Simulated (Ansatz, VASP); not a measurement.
## NaI: VASP beside Ansatz

One calculation is typed for both programs; each brings its own data sets and cutoff. How far apart do they land? The cell is taken from a series of VASP runs on this material, whose earlier steps may have relaxed, scaled or displaced it; both programs get it as it stands. Other levels of theory on this material are compared in a session of their own.

Method: plane waves, with VASP 6.6.1 beside it; band structure at LDA, spin-orbit coupling, in Ansatz 0.2.0.

## Step 1: Set-up

Symmetry: Fm-3m, No. 225, cubic system. Conventional cell: a = 6.473 Å, b = 6.473 Å, c = 6.473 Å, α = 90.00°, β = 90.00°, γ = 90.00°. Nearest to I lie 6 Na at 3.24 Å. Nearest to Na lie 6 I at 3.24 Å. Farther neighbours and most contacts between anions are not listed.

As a file:

```
I Na
1.0
     0.00000    3.23640    3.23640
     3.23640    0.00000    3.23640
     3.23640    3.23640    0.00000
I Na
1 1
Direct
  0.50000 0.50000 0.50000
  0.00000 0.00000 0.00000
```

## Step 2: VASP: band structure, LDA, spin-orbit coupling

The same path points are solved in both programs, so levels can be compared one by one.

Lines of VASP's logs that name or quote its potential files are left out, and so is its time.

INCAR reads:

```
SYSTEM = NaI
PREC = Accurate
ENCUT = 350
EDIFF = 1E-06
NELM = 100
ISMEAR = 0
SIGMA = 0.03
LREAL = .FALSE.
ALGO = Normal
GGA = CA
LNONCOLLINEAR = .TRUE.
MAGMOM = 0 0 0 0 0 0
NBANDS = 26
GGA_COMPAT = .FALSE.
LASPH = .TRUE.
LSORBIT = .TRUE.
LORBIT = 11
LWAVE = .FALSE.
LCHARG = .FALSE.
KPAR = 4
```

POSCAR reads:

```
NaI
1.0
    0.0000000000      3.2364000000      3.2364000000
    3.2364000000      0.0000000000      3.2364000000
    3.2364000000      3.2364000000      0.0000000000
I Na
1 1
Direct
    0.5000000000      0.5000000000      0.5000000000
    0.0000000000      0.0000000000      0.0000000000
```

KPOINTS reads:

```
Automatic mesh
0
Gamma
6 6 6
0 0 0
```

KPOINTS_OPT reads:

```
Line mode
10
Line-mode
Reciprocal
  0.00000000   0.00000000   0.00000000 GAMMA
  0.50000000   0.00000000   0.50000000 X

  0.50000000   0.00000000   0.50000000 X
  0.50000000   0.25000000   0.75000000 W

  0.50000000   0.25000000   0.75000000 W
  0.37500000   0.37500000   0.75000000 K

  0.37500000   0.37500000   0.75000000 K
  0.00000000   0.00000000   0.00000000 GAMMA

  0.00000000   0.00000000   0.00000000 GAMMA
  0.50000000   0.50000000   0.50000000 L

  0.50000000   0.50000000   0.50000000 L
  0.62500000   0.25000000   0.62500000 U

  0.62500000   0.25000000   0.62500000 U
  0.50000000   0.25000000   0.75000000 W

  0.50000000   0.25000000   0.75000000 W
  0.50000000   0.50000000   0.50000000 L

  0.50000000   0.50000000   0.50000000 L
  0.37500000   0.37500000   0.75000000 K

  0.62500000   0.25000000   0.62500000 U
  0.50000000   0.00000000   0.50000000 X
```

PAW data sets: I and Na_pv (LDA family, release 64).

Launch:

```console
> mpirun -np 4 vasp_ncl
```

Numbers of over 12 decimals in the logs are rounded to 6 here.

Log:

```text
[banner, memory and clock lines left out]
running    4 mpi-ranks, on    1 nodes
 distrk:  each k-point on    1 cores,    4 groups
 distr:  one band on    1 cores,    1 groups

 POSCAR found type information on POSCAR I Na
 POSCAR found :  2 types and       2 ions
 LDA part: xc-table for (Slater(with rela. corr.)+CA(PZ))
 , standard interpolation
 POSCAR, INCAR and KPOINTS ok, starting setup
 FFT: planning ... GRIDC
 FFT: planning ... GRID_SOFT
 FFT: planning ... GRID
 WAVECAR not read
 entering main loop
       N       E                     dE             d eps       ncg     rms          rms(c)
DAV:   1     0.872492106750E+02    0.87249E+02   -0.52766E+03   928   0.726E+02
DAV:   2     0.168236708513E+01   -0.85567E+02   -0.81531E+02   908   0.211E+02
DAV:   3    -0.597673718965E+01   -0.76591E+01   -0.76082E+01  1076   0.720E+01
DAV:   4    -0.618511132853E+01   -0.20837E+00   -0.20824E+00  1012   0.118E+01
DAV:   5    -0.619027645822E+01   -0.51651E-02   -0.51649E-02  1104   0.175E+00    0.356E+00
DAV:   6    -0.612612621309E+01    0.64150E-01   -0.62116E-02  1002   0.173E+00    0.219E+00
DAV:   7    -0.611314462624E+01    0.12982E-01   -0.21530E-02  1006   0.811E-01    0.158E+00
DAV:   8    -0.611143628927E+01    0.17083E-02   -0.62068E-03  1012   0.519E-01    0.375E-01
DAV:   9    -0.611104083015E+01    0.39546E-03   -0.10101E-03   874   0.253E-01    0.829E-02
DAV:  10    -0.611104442955E+01   -0.35994E-05   -0.50784E-05  1046   0.497E-02    0.473E-02
DAV:  11    -0.611104406619E+01    0.36336E-06   -0.37481E-06  1056   0.277E-02
   1 F= -.61110441E+01 E0= -.61110441E+01  d E =-.551478E-20  mag=     0.0000     0.0000    -0.0000
 Start KPOINTS_OPT (optional k-point list driver)
k-point batch [1-16\100]
       N       E                     dE             ncg
DAV:   1    -0.935479598592E+03   -0.45942E+04      936
DAV:   2    -0.231472840829E+04   -0.13792E+04      906
DAV:   3    -0.243514578494E+04   -0.12042E+03     1100
DAV:   4    -0.243836559050E+04   -0.32198E+01     1038
DAV:   5    -0.243843534507E+04   -0.69755E-01     1118
DAV:   6    -0.243843681299E+04   -0.14679E-02     1034
DAV:   7    -0.243843685260E+04   -0.39615E-04     1136
DAV:   8    -0.243843685316E+04   -0.55558E-06      712
[...]
k-point batch [97-100\100]
       N       E                     dE             ncg
DAV:   1     0.394475347713E+04   -0.16947E+04      232
DAV:   2     0.361867922988E+04   -0.32607E+03      218
DAV:   3     0.359022632666E+04   -0.28453E+02      272
DAV:   4     0.358946985856E+04   -0.75647E+00      280
DAV:   5     0.358945376044E+04   -0.16098E-01      276
DAV:   6     0.358945341908E+04   -0.34136E-03      280
DAV:   7     0.358945340721E+04   -0.11869E-04      276
DAV:   8     0.358945340698E+04   -0.23345E-06      200
```

From OUTCAR (step 2):

```text
ion  position               nearest neighbor table
   1  0.500  0.500  0.500-
   2  0.000  0.000  0.000-

  LATTYP: Found a face centered cubic cell.
 ALAT       =     6.4728000000

 Subroutine GETGRP returns: Found 48 space group operations
 (whereof 48 operations were pure point group operations)

The static configuration has the point symmetry O_h .

 Found     16 irreducible k-points:

   k-points           NKPTS =     16   k-points in BZ     NKDIM =     16   number of bands    NBANDS=     26

   dimension x,y,z NGX =    28 NGY =   28 NGZ =   28
   dimension x,y,z NGXF=    56 NGYF=   56 NGZF=   56

   ENCUT  =  350.0 eV  25.72 Ry    5.07 a.u.   6.98  6.98  6.98*2*pi/ulx,y,z

   NELECT =      14.0000    total number of electrons

 k-points in reciprocal lattice and weights: Automatic mesh
   0.00000000  0.00000000  0.00000000       0.005
   0.16666667  0.00000000  0.00000000       0.037
   0.33333333  0.00000000  0.00000000       0.037
   0.50000000  0.00000000  0.00000000       0.019
   0.16666667  0.16666667  0.00000000       0.028
   0.33333333  0.16666667  0.00000000       0.111
   0.50000000  0.16666667  0.00000000       0.111
  -0.33333333  0.16666667  0.00000000       0.111
  -0.16666667  0.16666667  0.00000000       0.056
[...]
-0.33333333  0.33333333  0.16666667       0.111
  -0.33333333  0.50000000  0.16666667       0.056

 average (electrostatic) potential at core
       1 -93.9965       2 -46.1524

 E-fermi :   1.1455

 k-point     1 :       0.0000    0.0000    0.0000
  band No.  band energies     occupation
    ...
     10      -0.1140      1.00000
     11       0.9609      1.00000
     12       0.9609      1.00000
     13       0.9609      1.00000
     14       0.9609      1.00000
     15       3.9636      0.00000
     16       3.9636      0.00000
     17       8.3990      0.00000
     18       8.3990      0.00000
     19       8.3990      0.00000
    ...

 k-point     2 :       0.1667    0.0000    0.0000
  band No.  band energies     occupation
    ...
     10      -0.4770      1.00000
     11       0.4742      1.00000
     12       0.4742      1.00000
     13       0.8783      1.00000
     14       0.8783      1.00000
     15       4.8089      0.00000
     16       4.8089      0.00000
     17       7.8976      0.00000
     18       7.8976      0.00000
     19       8.5779      0.00000
    ...

 k-point     3 :       0.3333    0.0000    0.0000
  band No.  band energies     occupation
    ...
     10      -1.3306      1.00000
     11       0.1406      1.00000
     12       0.1406      1.00000
     13       0.7254      1.00000
     14       0.7254      1.00000
     15       5.4782      0.00000
     16       5.4782      0.00000
     17       8.1391      0.00000
     18       8.1391      0.00000
     19       8.1705      0.00000
    ...

  Total       -0.6828090     -0.6828090     -0.6828090      0.0000000      0.0000000     -0.0000000
  in kB      -16.1359010    -16.1359010    -16.1359010      0.0000000      0.0000000     -0.0000000
  external PRESSURE =     -16.1359010 kB  Pullay stress =       0.0000000 kB

  energy-cutoff  :      350.00
  volume of cell :       67.80
      direct lattice vectors                 reciprocal lattice vectors
     0.000000000  3.236400000  3.236400000    -0.154492646  0.154492646  0.154492646
     3.236400000  0.000000000  3.236400000     0.154492646 -0.154492646  0.154492646
     3.236400000  3.236400000  0.000000000     0.154492646  0.154492646 -0.154492646

 POSITION                                       TOTAL-FORCE (eV/Angst)
 -----------------------------------------------------------------------------------
      3.23640      3.23640      3.23640         0.000000      0.000000      0.000000
      0.00000      0.00000      0.00000         0.000000     -0.000000     -0.000000
 -----------------------------------------------------------------------------------
    total drift:                                0.000000      0.000000      0.000000

  FREE ENERGIE OF THE ION-ELECTRON SYSTEM (eV)
  ---------------------------------------------------
  free  energy   TOTEN  =        -6.1110440662 eV

  energy  without entropy=       -6.1110440662  energy(sigma->0) =       -6.11104407

 Spin-Orbit-Coupling matrix elements
 Ion:    1  E_soc:     -0.2621929
 Ion:    2  E_soc:     -0.0007942

 total charge
# of ion       s       p       d       tot
------------------------------------------
    1        1.500   2.837   0.003   4.340
    2        0.045   5.970   0.000   6.015
--------------------------------------------------
tot          1.545   8.807   0.003  10.355

 magnetization (x)
# of ion       s       p       d       tot
------------------------------------------
    1       -0.000   0.000  -0.000  -0.000
    2       -0.000   0.000   0.000  -0.000
--------------------------------------------------
tot         -0.000   0.000  -0.000  -0.000

 magnetization (y)
# of ion       s       p       d       tot
------------------------------------------
    1       -0.000   0.000   0.000  -0.000
    2       -0.000   0.000   0.000  -0.000
--------------------------------------------------
tot         -0.000   0.000   0.000  -0.000

 magnetization (z)
# of ion       s       p       d       tot
------------------------------------------
    1       -0.000  -0.000   0.000  -0.000
    2       -0.000   0.000   0.000  -0.000
--------------------------------------------------
tot         -0.000  -0.000   0.000  -0.000

[... 3 further parts left out ...]
```

The run ends at a pressure of -1.61 GPa.

[end of part 1 of 2]

[Lines on the potential files, build, host, timing and source positions are cut from VASP's logs without a mark.]

[Logs are printed without paths, hosts, clocks, repeated set-up lines and the standing remarks that a program may print on its own settings, such as how far it seeks lower states.]

[Hosts, paths, dates, database ids (printed as entryN), source tags and the programs' standing remarks are cut or masked in the printed files.]
